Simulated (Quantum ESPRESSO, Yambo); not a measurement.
# Quasiparticle gap of AlN (F-43m) in Yambo, part 2 of 3

How does a plane-wave GW calculation on AlN (F-43m) run from the first input to the gap?

Quantum ESPRESSO 7.5 and Yambo 5.3.0; PBE and many-body steps on it, plane waves. Known limits of the many-body steps: not at the basis limit.

So far. Step 2 (Ground state): The gap is indirect, with the least direct gap 0.87 eV higher. Step 3 (Bands along the symmetry lines): The gap is 3.325 eV, as in the run before at this level.

### 4. Empty states on the mesh, 6×6×6 mesh, 90 bands

Level of this step: DFT, PBE, plane waves, norm-conserving pseudopotentials (Quantum ESPRESSO).

The sums over transitions need many empty states on a uniform mesh; this step solves for them.

pw.in reads:

```
&control
  calculation = 'nscf'
  prefix = 'x'
  outdir = 'o'
  pseudo_dir = 'pseudo'
/
&system
  ibrav = 0
  nat = 2
  ntyp = 2
  ecutwfc = 72.0
  nbnd = 90
  force_symmorphic = .true.
/
&electrons
  conv_thr = 1e-9
  electron_maxstep = 80
  diago_full_acc = .true.
  diago_thr_init = 5e-6
/
ATOMIC_SPECIES
  Al 26.982 Al.upf
  N 14.007 N.upf
CELL_PARAMETERS angstrom
  -0.0000000000 2.1839935596 2.1839935596
  2.1839935596 -0.0000000000 2.1839935596
  2.1839935596 2.1839935596 -0.0000000000
ATOMIC_POSITIONS crystal
  Al 0.0000000000 0.0000000000 0.0000000000
  N 0.7500000000 0.7500000000 0.7500000000
K_POINTS automatic
  6 6 6 0 0 0
```

The run is started by

```
$ OMP_NUM_THREADS=1 mpirun -n 8 pw.x -nk 4 -in pw.in > pw.out
```

Output:

```text
[banner, memory and clock lines left out]
Program PWSCF v.7.5 starts

     Atomic positions and unit cell read from directory:
     o/x.save/

     Message from routine setup:
     using ibrav=0 with symmetry is DISCOURAGED, use correct ibrav instead

     bravais-lattice index     =            0
     lattice parameter (alat)  =       5.8367  a.u.
     unit-cell volume          =     140.5985 (a.u.)^3
     number of atoms/cell      =            2
     number of atomic types    =            2
     number of electrons       =         8.00
     number of Kohn-Sham states=           90
     kinetic-energy cutoff     =      72.0000  Ry
     charge density cutoff     =     288.0000  Ry
     Exchange-correlation= PBE
                           (   1   4   3   4   0   0   0)

     celldm(1)=   5.836671  celldm(2)=   0.000000  celldm(3)=   0.000000
     celldm(4)=   0.000000  celldm(5)=   0.000000  celldm(6)=   0.000000

     crystal axes: (cart. coord. in units of alat)
               a(1) = (  -0.000000   0.707107   0.707107 )
               a(2) = (   0.707107  -0.000000   0.707107 )
               a(3) = (   0.707107   0.707107  -0.000000 )

     reciprocal axes: (cart. coord. in units 2 pi/alat)
               b(1) = ( -0.707107  0.707107  0.707107 )
               b(2) = (  0.707107 -0.707107  0.707107 )
               b(3) = (  0.707107  0.707107 -0.707107 )
     Pseudo is Norm-conserving + core correction, Zval =  3.0
     Generated using ONCVPSP code by D. R. Hamann
     Using radial grid of 1876 points,  6 beta functions with:
     Pseudo is Norm-conserving + core correction, Zval =  5.0
     Generated using ONCVPSP code by D. R. Hamann
     Using radial grid of 1058 points,  4 beta functions with:
     Al                3.00    26.98200     Al( 1.00)
     N                 5.00    14.00700     N ( 1.00)

     24 Sym. Ops. (no inversion) found

   Cartesian axes

     site n.     atom                  positions (alat units)
         1        Al     tau(   1) = (   0.0000000   0.0000000   0.0000000  )
         2        N      tau(   2) = (   1.0606602   1.0606602   1.0606602  )

     number of k points=    16
                       cart. coord. in units 2pi/alat
        k(    1) = (   0.0000000   0.0000000   0.0000000), wk =   0.0092593
        k(    2) = (   0.1178511   0.1178511  -0.1178511), wk =   0.0740741
        k(    3) = (   0.2357023   0.2357023  -0.2357023), wk =   0.0740741
[...]
[... 4 further rows ...]
        k(   15) = (  -0.1178511  -0.3535534   0.5892557), wk =   0.2222222
        k(   16) = (  -0.7071068   0.2357023   0.0000000), wk =   0.1111111

     Dense  grid:    11575 G-vectors     FFT dimensions: (  32,  32,  32)

     The potential is recalculated from file :
     o/x.save/charge-density

     Starting wfcs are    8 randomized atomic wfcs +   82 random wfcs

     Band Structure Calculation

     End of band structure calculation

          k = 0.0000 0.0000 0.0000 (  1459 PWs)   bands (ev):

    -8.0106   6.9565   6.9565   6.9565  11.1486  19.5460  19.5460  19.5460
    24.7019  24.7019  26.0437  26.0437  26.0437  28.1059  33.0105  41.4952
    41.4952  41.4952  51.7409  51.7409  51.7409  53.4070  53.4070  57.3821
[...]
145.8826 146.6126

          k = 0.1179 0.1179-0.1179 (  1432 PWs)   bands (ev):

[...]
143.7939 145.9851

          k = 0.2357 0.2357-0.2357 (  1441 PWs)   bands (ev):

[...]
123.8230 125.4479 126.5484 126.5484 130.2660 130.2660 132.8234 135.6875
   139.4450 139.4450 140.1803 141.0027 141.0027 142.3841 142.3841 142.9380
   144.4393 144.5987

          k =-0.3536-0.3536 0.3536 (  1458 PWs)   bands (ev):

     [... further k-points ...]

     highest occupied, lowest unoccupied level (ev):     6.9565   10.2814

     XML data file, pseudopotentials, collected wavefunctions
```

Run time: 3 s. Hardware: 8 MPI ranks of AMD EPYC 7R43, shared host; peak memory 0.43 GiB; 21 s of CPU time.

Numbers from this step:

```yaml
gap: 3.325 eV
k_of_the_valence_top: 0, 0, 0
k_of_the_conduction_bottom: 0, -0.5, -0.5
least_direct_gap: 4.192 eV
k_points_computed: 16
lowest_point_of_the_top_converged_band_above_the_valence_top: 130.3757 eV
```

On this mesh the gap is 3.325 eV.

### 5. Conversion and set-up

This step: Yambo 5.3.0; conversion and set-up on PBE, plane waves, norm-conserving pseudopotentials.

The states are converted to the many-body program's format and the q mesh is built.

The run is started by

```
$ (cd o/x.save; p2y > p2y.log; mv SAVE ../..); yambo > setup.log
```

Output:

```text
 Yambo, version 5.3.0

 [02] CORE Variables Setup
 =========================

  [02.01] Unit cells
  ==================

  Cell kind             :  FCC
  Atoms in the cell     :  Al  N
  number of Al atoms    :  1
  number of N  atoms    :  1

  List of atomic masses
  Mass of Al    :  26.98200
  Mass of N     :  14.00700

  List of atomic coordinates    : [cc]
  Al1       :  0.000000  0.000000  0.000000  order 1
  N1       :  6.190725  6.190725  6.190725  order 2

  Alat factors          :  4.127150  4.127150  4.127150 [a.u.]
  Direct lattice volume :  140.5985 [a.u.]
  Direct lattice vectors:  A[ 1 ]  A[ 2 ]  A[ 3 ]
   A[ 1 ]: -0.000000  1.000000  1.000000  [iru]
  -0.000000  4.127150  4.127150  [cc]
   A[ 2 ]:  1.000000 -0.000000  1.000000  [iru]
   4.127150 -0.000000  4.127150  [cc]
   A[ 3 ]:  1.000000  1.000000 -0.000000  [iru]
   4.127150  4.127150 -0.000000  [cc]

  Recip. lattice volume :  1.764245 [a.u.]
  Recip. lattice vectors:  B[ 1 ]  B[ 2 ]  B[ 3 ]
   B[ 1 ]: -0.500000  0.500000  0.500000  [iku]
  -0.761202  0.761202  0.761202  [cc]
   B[ 2 ]:  0.500000 -0.500000  0.500000  [iku]
   0.761202 -0.761202  0.761202  [cc]
   B[ 3 ]:  0.500000  0.500000 -0.500000  [iku]
   0.761202  0.761202 -0.761202  [cc]

  [02.02] Symmetries
  ==================

  Inversion symmetry    : yes
  Spatial inversion     : no
  Inversion index       :  25
  K-space Time-reversal : yes
  Magnetic symmetries   : no
  Time-reversal derived K-space symmetries:   25   48
  Group table correct   : yes
  Symmetries units      :  [cc]

   [S  1]:   1.0000     -0.16624E-17 -0.16624E-17 -0.16624E-17   1.0000      0.16624E-17  0.16624E-17  0.16624E-17   1.0000
   [S  2]:  -1.0000      0.16624E-17 -0.16624E-17  0.16624E-17  -1.0000      0.16624E-17 -0.16624E-17 -0.16624E-17   1.0000
   [S  3]:  -1.0000     -0.16624E-17  0.16624E-17  0.16624E-17   1.0000     -0.16624E-17 -0.16624E-17  0.16624E-17  -1.0000
[...]
[S  9]: -0.16624E-17   1.0000     -0.16624E-17  0.16624E-17 -0.16624E-17   1.0000       1.0000      0.16624E-17  0.16624E-17
   [S 10]: -0.16624E-17  -1.0000      0.16624E-17  0.16624E-17  0.16624E-17  -1.0000       1.0000     -0.16624E-17 -0.16624E-17
     [... 36 further rows ...]
   [S*47]:   1.0000     -0.16624E-17  0.16624E-17 -0.16624E-17  0.16624E-17  -1.0000      0.16624E-17   1.0000     -0.16624E-17
   [S*48]:   1.0000      0.16624E-17 -0.16624E-17 -0.16624E-17 -0.16624E-17   1.0000      0.16624E-17  -1.0000      0.16624E-17

  [02.03] Reciprocal space
  ========================

  nG shells         :  167
  nG charge         :  11575
  nG WFs            :  1944
  nC WFs            :  1464
  G-vecs. in first 16 shells:  [ Number ]
     1    9   15   27   51   59   65   89  113
   137  169  181  229  259  283  307
  ...
  Shell energy in first 16 shells:  [ mHa ]
[...]
WF components:  1448
  K [16]         [rlu]:  0.166667 -0.500000 -0.333333
         WF components:  1458

  [02.05] Energies & Occupations
  ==============================

  [X] === General ===
  [X] Electronic Temperature                        :  0.000000  0.000000 [eV K]
  [X] Bosonic    Temperature                        :  0.000000  0.000000 [eV K]
  [X] Finite Temperature mode                       : no
  [X] El. density                                   :  0.38398E+24 [cm-3]
  [X] Fermi Level                                   :  6.956541 [eV]

  [X] === Gaps and Widths ===
  [X] Conduction Band Min                           :  3.324859 [eV]
  [X] Valence Band Max                              :  0.000000 [eV]
  [X] Filled Bands                                  :   4
  [X] Empty Bands                                   :    5   90
  [X] Direct Gap                                    :  4.192097 [eV]
  [X] Direct Gap localized at k                     :  1
  [X] Indirect Gap                                  :  3.324859 [eV]
  [X] Indirect Gap between kpts                     :   1  13
  [X] Last valence band width                       :  2.503466 [eV]
  [X] 1st conduction band width                     :  4.659018 [eV]

  E @ K [ 1]:  [eV]
   -14.967     -0.13697E-09 -0.10325E-09   0.0000       4.1921       12.589       12.589       12.589
  occ @ K [ 1]
   2.000000  2.000000  2.000000  2.000000  0.000000  0.000000  0.000000  0.000000
  E @ K [ 2]:  [eV]
  -14.56954  -1.85037  -0.13204  -0.13204   5.61104  11.66674  12.74948  12.74948
  occ @ K [ 2]
[...]
E @ K [ 3]:  [eV]
[...]
occ @ K [ 3]
[...]
E @ K [ 8]:  [eV]
[...]
occ @ K [ 8]
[...]
E @ K [ 9]:  [eV]
[...]
occ @ K [ 9]
[...]
E @ K [10]:  [eV]
[...]
occ @ K [10]
[...]
E @ K [11]:  [eV]
[...]
occ @ K [11]
[...]
E @ K [12]:  [eV]
[...]
occ @ K [12]
[...]
E @ K [13]:  [eV]
[...]
occ @ K [13]
[...]
E @ K [14]:  [eV]
[...]
occ @ K [14]
[...]
E @ K [15]:  [eV]
[...]
occ @ K [15]
[...]
E @ K [16]:  [eV]
  -12.23963  -4.30827  -2.77838  -2.50347   5.25263  10.34074  12.97930  13.00358
  occ @ K [16]
   2.000000  2.000000  2.000000  2.000000  0.000000  0.000000  0.000000  0.000000

 [03] Transferred momenta grid and indexing
 ==========================================

 IBZ Q-points                                      :  16
 BZ  Q-points                                      :  216

 K/Q-points units:
 rlu = crystal or reduced units; cc = cartesian coordinates; iku = interal k-units

 Q [ 1]         [rlu]:  0.000000  0.000000  0.000000
 Q [ 2]         [rlu]:  0.37242E-17  0.37242E-17  0.16667
 Q [ 3]         [rlu]:  0.74483E-17  0.74483E-17  0.33333
[...]
Q [ 8]         [rlu]:  0.10596E-16  0.16667     -0.33333
 Q [ 9]         [rlu]: -0.74483E-17  0.16667     -0.16667
 Q [10]         [rlu]: -0.22848E-17  0.33333      0.33333
     [... 4 further rows ...]
 Q [15]         [rlu]:  0.166667  0.333333 -0.333333
 Q [16]         [rlu]:  0.166667 -0.500000 -0.333333

  [03.01] X indexes
  =================

   [03.01.01] Sigma indexes
   ========================

 [06] Game Over & Game summary
```

Run time: 2.9 s. Hardware: 1 MPI rank; peak memory 0.23 GiB.

(Continued in part 3 of 3.)

[Paths, hosts, dates, memory and timing lines, banners, echoed tables and standing remarks are left out of the program output.]

[Logs are printed without paths, hosts, clocks, repeated set-up lines and the standing remarks that a program may print on its own settings, such as how far it seeks lower states.]

[Runs of the session that timed out or met a known fault of the program may be left out.]

[Hosts, paths, dates, database ids (printed as entryN), source tags and the programs' standing remarks are cut or masked in the printed files.]
